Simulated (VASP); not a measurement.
# Re (P6_3/mmc) in VASP: equation of state

How stiff is Re in PBE, and what volume does it want? The cell is scaled to several volumes.

Program: VASP 6.6.1. These are calculated values, not measurements. Logs are shortened: lines on timing, memory, paths and dates and some standing lists are left out, and cuts for length are marked.

## (1) The structure

It takes space group P6_3/mmc (No. 194, hexagonal). The conventional cell has a = 2.761 Å, b = 2.761 Å, c = 4.458 Å, α = 90.00°, β = 90.00°, γ = 120.00°. Re (site symmetry -6m2) is surrounded by 12 Re at 2.74 to 2.76 Å.

## (2) Equation of state, PBE, 13.83 Å³/atom (volume scaled by 0.94)

INCAR

```
SYSTEM = Re
PREC = Accurate ; ENCUT = 520
EDIFF = 1E-7 ; ISMEAR = -1
SIGMA = 0.05 ; LREAL = .FALSE.
LASPH = .TRUE. ; NELM = 60
ALGO = Normal ; ISIF = 2
LWAVE = .FALSE. ; LCHARG = .FALSE.
GGA = PE ; NBANDS = 14
```

KPOINTS

```
regular mesh
0
G
  11 11 6
  0 0 0
```

POSCAR

```
Re
1.0
    2.7044413289      0.0000000000      0.0000000000
   -1.3522206645      2.3421148939      0.0000000000
    0.0000000000      0.0000000000      4.3671907899
Re
2
Direct
    0.6666666667      0.3333333333      0.7500000000
    0.3333333333      0.6666666667      0.2500000000
```

Potentials or basis: VASP PAW PBE potentials, release 64 (Re).

Launch:

```bash
cat potpaw_PBE.64/Re/POTCAR > POTCAR
mpirun -np 1 vasp_std > vasp.out
```

OUTCAR:

```text
SYSTEM = Re
   PREC = Accurate
   ENCUT = 520
   EDIFF = 1E-7
   ISMEAR = -1
   LREAL = .FALSE.
   LASPH = .TRUE.
   NELM = 60
   ISIF = 2
   GGA = PE

 ion  position               nearest neighbor table
   1  0.667  0.333  0.750-   2 2.68   2 2.68   2 2.68   2 2.68   2 2.68   2 2.68
   2  0.333  0.667  0.250-   1 2.68   1 2.68   1 2.68   1 2.68   1 2.68   1 2.68

  LATTYP: Found a hexagonal cell.
 ALAT       =     2.7044413289
 C/A-ratio  =     1.6148217908

  Lattice vectors:

 A1 = (   2.7044413289,   0.0000000000,   0.0000000000)
 A2 = (  -1.3522206645,   2.3421148939,   0.0000000000)
 A3 = (   0.0000000000,   0.0000000000,   4.3671907899)

Analysis of symmetry for initial positions (statically):
=====================================================================
 Subroutine PRICEL returns:
 Original cell was already a primitive cell.

 Routine SETGRP: Setting up the symmetry group for a
 hexagonal supercell.

 Subroutine GETGRP returns: Found 24 space group operations
 (whereof 12 operations were pure point group operations)
 out of a pool of 24 trial point group operations.

The static configuration has the point symmetry D_3d.
 The point group associated with its full space group is D_6h.

Analysis of symmetry for dynamics (positions and initial velocities):
=====================================================================
 Subroutine PRICEL returns:
 Original cell was already a primitive cell.

 Routine SETGRP: Setting up the symmetry group for a
 hexagonal supercell.

 Subroutine GETGRP returns: Found 24 space group operations
 (whereof 12 operations were pure point group operations)
 out of a pool of 24 trial point group operations.

The dynamic configuration has the point symmetry D_3d.
 The point group associated with its full space group is D_6h.

 Subroutine INISYM returns: Found 24 space group operations
 (whereof 12 operations are pure point group operations),
 and found     1 'primitive' translations

----------------------------------------------------------------------------------------

                                     Primitive cell

  volume of cell :      27.6623

  direct lattice vectors                    reciprocal lattice vectors
     2.704441329  0.000000000  0.000000000     0.369762135  0.213482268  0.000000000
[... 120 lines left out ...]
   POTIM  = 0.5000    time-step for ionic-motion
   TEBEG  =    0.0;   TEEND  =   0.0 temperature during run
   PSTRESS=    0.0 pullay stress
   NELECT =      14.0000    total number of electrons
   NUPDOWN=      -1.0000    fix difference up-down
   EMIN   =  10.00;   EMAX   =-10.00  energy-range for DOS
   EFERMI =   0.00;   METHOD = LEGACY
   ISMEAR =    -1;   SIGMA  =   0.05  broadening in eV -4-tet -1-fermi 0-gaus
   EFERMI_NEDOS =   21; number of points for ismear=-14 and -15
   IALGO  =     38    algorithm
   IMIX   =      4    mixing-type and parameters
     AMIX     =   0.40;   BMIX     =  1.00
     AMIX_MAG =   1.60;   BMIX_MAG =  1.00
  volume/ion in A,a.u.               =      13.83        93.34
  Fermi-wavevector in a.u.,A,eV,Ry     =   1.304633  2.465398 23.158014  1.702066
  Thomas-Fermi vector in A             =   2.435555
   LORBIT       =      0    0 simple, 1 ext, 2 COOP (PROOUT), +10 PAW based schemes
   GGA     = PE    functional components
   LHFCALC =     F    Hartree Fock is set to
   AEXX    =    0.0000 exact exchange contribution
   IVDW    =     0    specifies the selected vdW correction
   LEPSILON=     F    determine dielectric tensor
   LRPA    =     F    only Hartree local field effects (RPA)
 non-spin polarized calculation
  energy-cutoff  :      520.00
  volume of cell :       27.66
 maximum number of plane-waves:       768
 NGX is ok and might be reduce to    20
   NGX =  9   NGY =  9   NGZ = 17

 number of electron      14.0000000 magnetization

 Free energy of the ion-electron system (eV)
  ---------------------------------------------------
  ext. energy  EPLUGINS =         0.00000000
  ---------------------------------------------------
  free energy    TOTEN  =       -24.63675445 eV

  energy without entropy =      -24.62500914  energy(sigma->0) =      -24.63088180

 E-fermi :   8.6927     XC(G=0): -14.0740

 val. band max:        8.6402573665   @ k =   0.1818  -0.0000   0.1667
 cond. band min:       8.6936215691   @ k =   0.3636   0.0000   0.3333
 fundamental gap:      0.0533642026
 Fermi energy:         8.6927100390

 k-point     1 :       0.0000    0.0000    0.0000
  band No.  band energies     occupation
      1      -1.6232      2.00000
      2       1.5778      2.00000
      3       6.9183      2.00000
      4       6.9183      2.00000
      5       6.9290      2.00000
      6       7.8436      2.00000
      7       7.8436      2.00000
      8       8.8606      0.06732
      9       8.8606      0.06732
     10       9.4395      0.00000
     11      12.3297      0.00000
     12      12.3297      0.00000
     13      19.5380      0.00000
     14      22.8901      0.00000
[... 649 lines left out ...]
      1       1.4931      2.00000
      2       3.4143      2.00000
      3       4.3024      2.00000
      4       5.3820      2.00000
      5       5.9912      2.00000
      6       7.1114      2.00000
      7       7.8646      2.00000
      8       8.8861      0.04093
      9      10.4727      0.00000
     10      10.8168      0.00000
     11      12.2279      0.00000
     12      14.1366      0.00000
     13      22.3099      0.00000
     14      25.5914      0.00000

 [... further k-points ...]

------------------------ aborting loop because EDIFF is reached ----------------------------------------

  FORCE on cell =-STRESS in cart. coord.  units (eV):
  Direction    XX          YY          ZZ          XY          YZ          ZX
  --------------------------------------------------------------------------------------
  -------------------------------------------------------------------------------------
  Total        5.7943220      5.7943220      5.8512829     -0.0000000      0.0000000      0.0000000
  in kB      335.6025729    335.6025729    338.9017027     -0.0000000      0.0000000      0.0000000
  external PRESSURE =     336.7022829 kB  Pullay stress =       0.0000000 kB

 VOLUME and BASIS-vectors are now :
 -----------------------------------------------------------------------------
  energy-cutoff  :      520.00
  volume of cell :       27.66
      direct lattice vectors                 reciprocal lattice vectors
     2.704441329  0.000000000  0.000000000     0.369762135  0.213482268  0.000000000
    -1.352220664  2.342114894  0.000000000     0.000000000  0.426964536  0.000000000
     0.000000000  0.000000000  4.367190790     0.000000000  0.000000000  0.228980150

 POSITION                                       TOTAL-FORCE (eV/Angst)
 -----------------------------------------------------------------------------------
      1.35222      0.78070      3.27539        -0.000000      0.000000      0.000000
     -0.00000      1.56141      1.09180         0.000000     -0.000000      0.000000
 -----------------------------------------------------------------------------------
    total drift:                               -0.000000      0.000000     -0.000000

  FREE ENERGIE OF THE ION-ELECTRON SYSTEM (eV)
  ---------------------------------------------------
  free  energy   TOTEN  =       -24.6367544509 eV

  energy  without entropy=      -24.6250091413  energy(sigma->0) =      -24.63088180
```

OSZICAR:

```text
N       E                     dE             d eps       ncg     rms          rms(c)
DAV:   1     0.218560112414E+02    0.21856E+02   -0.69322E+03  3568   0.129E+03
DAV:   2    -0.248287949641E+02   -0.46685E+02   -0.41382E+02  2892   0.301E+02
DAV:   3    -0.259166583104E+02   -0.10879E+01   -0.10424E+01  2870   0.448E+01
DAV:   4    -0.259257222182E+02   -0.90639E-02   -0.90563E-02  2668   0.267E+00
DAV:   5    -0.259258898792E+02   -0.16766E-03   -0.16763E-03  2864   0.691E-01    0.481E+01
DAV:   6    -0.250021016042E+02    0.92379E+00   -0.58047E-01  3114   0.213E+01    0.215E+01
DAV:   7    -0.246472393596E+02    0.35486E+00   -0.49891E-01  3122   0.191E+01    0.434E-01
DAV:   8    -0.246376615946E+02    0.95778E-02   -0.64599E-03  2696   0.623E-01    0.136E-01
DAV:   9    -0.246367357261E+02    0.92587E-03   -0.49214E-04  3264   0.230E-01    0.414E-02
DAV:  10    -0.246367534653E+02   -0.17739E-04   -0.51109E-05  2864   0.644E-02    0.129E-02
DAV:  11    -0.246367549051E+02   -0.14398E-05   -0.58021E-07  2564   0.151E-02    0.242E-03
DAV:  12    -0.246367544583E+02    0.44675E-06   -0.76562E-08  1622   0.619E-03    0.120E-03
DAV:  13    -0.246367544509E+02    0.74679E-08   -0.30079E-08  1466   0.585E-03
   1 F= -.24636754E+02 E0= -.24630882E+02  d E =-.117453E-01
```

It took 10 s on 1 thread of Intel Xeon 6975P-C (Granite Rapids), shared host; peak memory 0.14 GiB.

What came out:

```
Free energy            : -24.6368 eV
Pressure               : 33.7 GPa
Band gap on the k mesh : none (metal or under the smearing width)
```

## (3) Equation of state, PBE, 14.13 Å³/atom (volume scaled by 0.96)

INCAR

```
ALGO = Normal ; EDIFF = 1E-7
ENCUT = 520 ; GGA = PE
ISIF = 2 ; ISMEAR = -1
LASPH = True ; LCHARG = False
LREAL = False ; LWAVE = False
NBANDS = 14 ; NELM = 60
PREC = Accurate ; SIGMA = 0.05
```

KPOINTS

```
k-points
0
Gamma
  11 11 6
```

POSCAR

```
Re
1.0
    2.7234873179      0.0000000000      0.0000000000
   -1.3617436590      2.3586092042      0.0000000000
    0.0000000000      0.0000000000      4.3979466679
Re
2
Direct
    0.6666666667      0.3333333333      0.7500000000
    0.3333333333      0.6666666667      0.2500000000
```

Potentials or basis: VASP PAW PBE potentials, release 64 (Re).

Launch:

```bash
cat potpaw_PBE.64/Re/POTCAR > POTCAR
mpirun -np 1 vasp_std > vasp.out
```

It took 11 s on 1 thread of Intel Xeon 6975P-C (Granite Rapids), shared host; peak memory 0.15 GiB.

Results (log left out):

```yaml
Free_energy: -24.7415 eV
Pressure: 23.3 GPa
Band_gap_on_the_k_mesh: none (metal or under the smearing width)
```

## (4) Equation of state, PBE, 14.42 Å³/atom (volume scaled by 0.98)

INCAR

```
SYSTEM = Re
PREC = Accurate
ENCUT = 520
EDIFF = 1E-7
ISMEAR = -1
SIGMA = 0.05
LREAL = .False.
LASPH = .True.
NELM = 100
ALGO = Normal
ISIF = 2
LWAVE = .False.
LCHARG = .False.
GGA = PE
NBANDS = 14
```

KPOINTS

```
regular mesh
0
Gamma
  11 11 6
  0 0 0
```

POSCAR

```
Re
1.0
    2.7422705826      0.0000000000      0.0000000000
   -1.3711352913      2.3748759886      0.0000000000
    0.0000000000      0.0000000000      4.4282782931
Re
2
Direct
    0.6666666667      0.3333333333      0.7500000000
    0.3333333333      0.6666666667      0.2500000000
```

Launch:

```bash
cat potpaw_PBE.64/Re/POTCAR > POTCAR
mpirun -np 1 vasp_std > vasp.out
```

Run time: 11 s. Hardware: 1 thread of Intel Xeon 6975P-C (Granite Rapids), shared host; peak memory 0.15 GiB.

The run converged. Its results:

* Free energy: -24.8100 eV
* Pressure: 14.0 GPa
* Band gap on the k mesh: none (metal or under the smearing width)

## (5) Equation of state, PBE, 15.01 Å³/atom (volume scaled by 1.02)

INCAR

```
SYSTEM = Re
ALGO     = Normal         ! electronic algorithm
EDIFF    = 1E-7           ! SCF threshold, eV
ENCUT    = 520            ! plane-wave cutoff, eV
GGA      = PE             ! functional
ISIF     = 2              ! what is computed and relaxed
ISMEAR   = -1             ! smearing method
LASPH    = .TRUE.         ! aspherical terms in the spheres
LCHARG   = .FALSE.        ! write CHGCAR
LREAL    = .FALSE.        ! projectors in reciprocal space
LWAVE    = .FALSE.        ! write WAVECAR
NBANDS   = 14             ! bands
NELM     = 100            ! most SCF steps
PREC     = Accurate       ! precision mode
SIGMA    = 0.05           ! smearing width, eV
```

KPOINTS

```
k-points
0
G
  11 11 6
  0 0 0
```

POSCAR

```
Re
1.0
    2.7790839766      0.0000000000      0.0000000000
   -1.3895419883      2.4067573230      0.0000000000
    0.0000000000      0.0000000000      4.4877253638
Re
2
Direct
    0.6666666667      0.3333333333      0.7500000000
    0.3333333333      0.6666666667      0.2500000000
```

Launch:

```bash
cat potpaw_PBE.64/Re/POTCAR > POTCAR
mpirun -np 1 vasp_std > vasp.out
```

Run time: 13 s. Hardware: 1 thread of Intel Xeon 6975P-C (Granite Rapids), shared host; peak memory 0.16 GiB.

Results (log left out):

| Quantity | Value |
| --- | --- |
| Free energy | -24.8530 eV |
| Pressure | -1.9 GPa |
| Band gap on the k mesh | none (metal or under the smearing width) |

(Part 1 of 2 ends here.)
